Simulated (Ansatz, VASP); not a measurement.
## InAs: VASP beside Ansatz

INCAR

```
SYSTEM = InAs
PREC = Accurate
ENCUT = 520
EDIFF = 1E-7
ISMEAR = 0
SIGMA = 0.15
LREAL = .False.
LASPH = .True.
NELM = 100
ALGO = Normal
ISIF = 2
LWAVE = .False.
LCHARG = .False.
GGA = PS
NBANDS = 16
```

The input KPOINTS:

```
Automatic mesh
0
Gamma
  16 16 16
  0 0 0
```

Contents of POSCAR:

```
InAs
1.0
    0.0000000000      3.1923375885      2.7134869503
    3.1923375885      0.0000000000      2.7134869503
    3.1923375885      3.1923375885      0.0000000000
In As
1 1
Direct
    0.0000000000      0.0000000000      0.0000000000
    0.7500000000      0.7500000000      0.7500000000
```

Input for Ansatz:

```yaml
crystal:
  lattice:
    - [0.0, 3.1923375885, 2.7134869503]
    - [3.1923375885, 0.0, 2.7134869503]
    - [3.1923375885, 3.1923375885, 0.0]
  atoms:
    - { symbol: In, position: [0.0, 0.0, 0.0] }
    - { symbol: As, position: [0.75, 0.75, 0.75] }
basis:
  ecutwfc: 420
kpoints:
  mp_grid: { grid: [16, 16, 16] }
hamiltonian:
  xc: pbesol
scf:
  occupations: { method: gaussian, width: 0.15 }
output:
  forces: true
  stress: true
  eigenvalues: true
```

Alike in both runs: task single point; functional PBEsol; k mesh 16 × 16 × 16; occupations gaussian, width 0.15 eV; no spin polarisation.

|  | VASP | Ansatz |
| --- | --- | --- |
| version | VASP 6.6.1 | Ansatz 0.2.0 |
| potentials or method | VASP PAW PBE potentials, release 64 (In_d, As) | scalar-relativistic, plane waves, PAW |
| plane-wave cutoff (eV) | 520 | 420 |
| valence electrons in the cell | 18 | 28 |

Ansatz gave:

| Property | Result |
| --- | --- |
| gap on the k mesh at the Fermi level (eV) | 0.14 |
| least direct gap on the mesh (eV) | 0.36 |
| pressure (GPa) | 0.5 |
| largest component of the traceless stress (GPa) | 2.55 |

**Question.** What did VASP give for the same quantities?

**Answer.** gap on the k mesh at the Fermi level (eV): 0.14; least direct gap on the mesh (eV): 0.37; pressure (GPa): 0.6; largest component of the traceless stress (GPa): 2.54.

With one functional, cell and mesh, what is left measures potentials, basis and numerics. The two sets of potentials don't hold the same shells in valence.

Caveats: the PAW data sets were made with another functional, which shifts forces and pressure a little (VASP); spin-orbit coupling is left out, which moves the levels of the heavy elements.
